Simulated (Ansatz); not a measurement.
Computed with Ansatz (plane waves, PAW, 420 eV cutoff): PBE, scalar-relativistic, no spin polarisation, 8×8×6 k-mesh, Gaussian smearing of 0.05 eV; PAW files: Ansatz's generated set soft_2.

The calculation on XO2, where X is one element, gave:

```json
{"Space group": "P4_2/nmc (No. 137)", "Conventional cell": "a = 3.621 Å, b = 3.621 Å, c = 5.283 Å, α = 90.00°, β = 90.00°, γ = 90.00°", "Volume": "11.54 Å³/atom", "Band gap": "4.04 eV", "Smallest direct gap": "4.13 eV", "Bader charges": "X 2.61; O -1.30 e", "Formation energy from the elements (0 K, uncorrected)": "-3.38 eV/atom", "Bulk modulus (Birch–Murnaghan)": "155 GPa", "Pressure derivative B0′": "6.7", "Shear modulus (Hill)": "47 GPa", "Young's modulus": "128 GPa", "Poisson's ratio": "0.37", "Elastically stable": "barely (least eigenvalue 8.8 GPa), so the shear moduli are uncertain"}
```

Sites: X on 2a, O on 4d.

Which element is X?
A. Sr
B. Y
C. Zr
D. Nb

C. X is Zr, so the compound is ZrO2.

The chain of runs began from a cell as deposited in COD, expanded in volume.

Kohn–Sham gaps of semilocal functionals lie under measured ones, often by a third or more. The relaxed cell is 4 % larger in volume than the cell of this structure in the Crystallography Open Database (11.13 Å³/atom, 1995).
